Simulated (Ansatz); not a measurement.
Crystal: CuO.

```
Cu O
1.0
     1.99097   -2.15355    0.00000
     1.99097    2.15355    0.00000
     0.00000    0.00000    5.15593
Cu O
2 2
Direct
  0.50000 0.00000 0.00000
  0.00000 0.50000 0.50000
  0.50000 0.50000 0.25000
  0.50000 0.50000 0.75000
```

Measurements of this composition are mostly on another form, of space group No. 15.

- Program: Ansatz 0.2.0
- Task: relaxation of cell and atoms
- Functional: PBE
- Potentials or basis: all-electron LAPW, scalar-relativistic
- Basis error allowed: 0.002 eV/atom
- k mesh: 7 × 7 × 4
- Occupations: fermi-dirac, width 0.05 eV
- Spin: no spin polarisation

At the start: volume 11.05 Å³/atom.

**Question.** Where does the relaxation end?

**Answer.** Over 6 steps the energy falls by 2.2 meV/atom and the volume is 11.19 Å³/atom (+1.3 %); space group P4_2/mmc (No. 131, to 0.05 Å).

The path:
```tsv
step	energy change (eV)	largest force (eV/Å)	volume (Å³)
1	0.0000	0.0000	44.21
2	-0.0034	0.0000	44.48
3	-0.0078	0.0000	44.90
4	-0.0085	0.0000	44.77
5	-0.0086	0.0000	44.78
6	-0.0089	0.0000	44.78
```

Final structure:
```
Cu O
1.0
     2.07925   -2.08879    0.00000
     2.07925    2.08879    0.00000
     0.00000    0.00000    5.15510
Cu O
2 2
Cartesian
  1.0396 -1.0444 0.0000
  1.0396 1.0444 2.5775
  2.0793 0.0000 1.2888
  2.0793 0.0000 3.8663
```

Caveat: the k mesh is thin for a metal, which can move the energy by tens of meV per atom; the run has no spin polarisation, though such a crystal can be magnetic.
